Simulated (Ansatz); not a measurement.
# KCl (Sylvite) under changes of volume

One of the cells (31.151 Å³/atom); the others are scaled copies at fixed shape and fractional positions:

```xyz
2
Lattice="0.0000 3.1465 3.1465 3.1465 0.0000 3.1465 3.1465 3.1465 0.0000" Properties=species:S:1:pos:R:3 pbc="T T T"
K     0.0000    0.0000    0.0000
Cl    3.1465    3.1465    3.1465
```

* Program: Ansatz 0.2.0
* Functional: PBE
* Potentials or basis: all-electron LAPW, scalar-relativistic
* Cutoff: 151 eV (chosen from the basis error)
* Basis error allowed: 0.0005 eV/atom
* k mesh: 7 × 7 × 7
* Occupations: fermi-dirac, width 0.05 eV
* Spin: no spin polarisation

```csv
volume (Å³/atom),energy over the lowest point (meV/atom),pressure (GPa),gap on the mesh (eV)
29.282,19.60,2.2,5.41
29.905,12.21,1.6,5.33
30.528,6.75,1.2,5.26
31.151,3.01,0.8,5.19
31.774,?,?,?
32.397,0.00,0.0,5.06
33.020,0.42,-0.3,4.99
```

Problem. What does the run at 31.774 Å³/atom give?

Solution. Energy over the lowest point 0.82 meV/atom; pressure 0.4 GPa; gap on the mesh 5.12 eV.

Worked out: A Birch-Murnaghan fit of order 3 (a polynomial in V^(-2/3)) to the other rows has its minimum at 32.49 Å³/atom with B0 = V·E''(V) = 16.3 GPa and B' = 4.7. It gives 0.82 meV/atom at 31.774 Å³/atom, against the run's 0.82, and -dE/dV = 0.4 GPa, against 0.4. A straight line through the other rows of the gap, of slope -3.46 eV per unit of ln V (its deformation potential), gives 5.12 eV, against the run's 5.12.

Energies are extrapolated to zero smearing.

Caveats: an odd mesh through Γ misses points on the zone boundary, where band edges often lie (some runs).

The runs don't all hold the same shells in valence.
